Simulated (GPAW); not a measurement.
The system is BaTiO3.

```xyz
5
Lattice="3.9998 0.0000 0.0000 0.0000 3.9998 0.0000 0.0000 0.0000 4.0180" Properties=species:S:1:pos:R:3 pbc="T T T"
Ba    0.0000    0.0000    0.0000
Ti    1.9999    1.9999    1.9688
O     0.0000    1.9999    2.0773
O     1.9999    0.0000    2.0773
O     1.9999    1.9999    0.0763
```

```yaml
Program: GPAW 26.7.0
Task: relaxation of cell and atoms
Functional: revPBE
Potentials_or_basis: the program's PAW data sets (release 1.2.1) made for this functional
Cutoff: 800 eV
Basis: pw
k_mesh: 4 × 4 × 4
Occupations: fermi-dirac, width 0.05 eV
Spin: no spin polarisation
```

At the start: pressure 7.0 GPa; volume 12.86 Å³/atom.

Q: Where does the relaxation end?

A: Over 19 steps the energy falls by 26.4 meV/atom and the volume is 13.92 Å³/atom (+8.3 %); space group P4mm (No. 99, to 0.05 Å).

The path:
```tsv
step	energy change (eV)	largest force (eV/Å)	pressure (GPa)	volume (Å³)
1	0.0000	0.2507	6.96	64.28
2	-0.0145	0.2393	6.18	64.59
3	-0.0848	0.2181	0.22	67.42
4	-0.0883	0.1817	-0.39	67.84
5	-0.0924	0.1108	-0.76	68.24
6	-0.0964	0.1217	-0.70	68.48
7	-0.1013	0.2845	-0.23	68.49
8	-0.1084	0.3848	0.60	68.26
9	-0.1144	0.2960	1.02	68.14
10	-0.1200	0.1541	0.83	68.38
11	-0.1261	0.1371	0.16	69.00
12	-0.1292	0.1075	-0.33	69.59
13	-0.1305	0.0808	-0.43	69.86
14	-0.1313	0.0727	-0.34	69.94
15	-0.1317	0.0606	-0.12	69.85
16	-0.1318	0.0559	0.08	69.69
17	-0.1318	0.0442	0.15	69.59
18	-0.1319	0.0208	0.12	69.57
19	-0.1320	0.0030	0.04	69.62
```

Final structure:
```xyz
5
Lattice="4.0021 0.0000 0.0000 0.0000 4.0021 0.0000 0.0000 0.0000 4.3465" Properties=species:S:1:pos:R:3 pbc="T T T"
Ba    0.0000    0.0000   -0.0793
Ti    2.0010    2.0010    2.0255
O     0.0000    2.0010    2.2721
O     2.0010    0.0000    2.2721
O     2.0010    2.0010    0.2192
```

Caveat: the k mesh is coarse; later steps reuse the first step's grids.
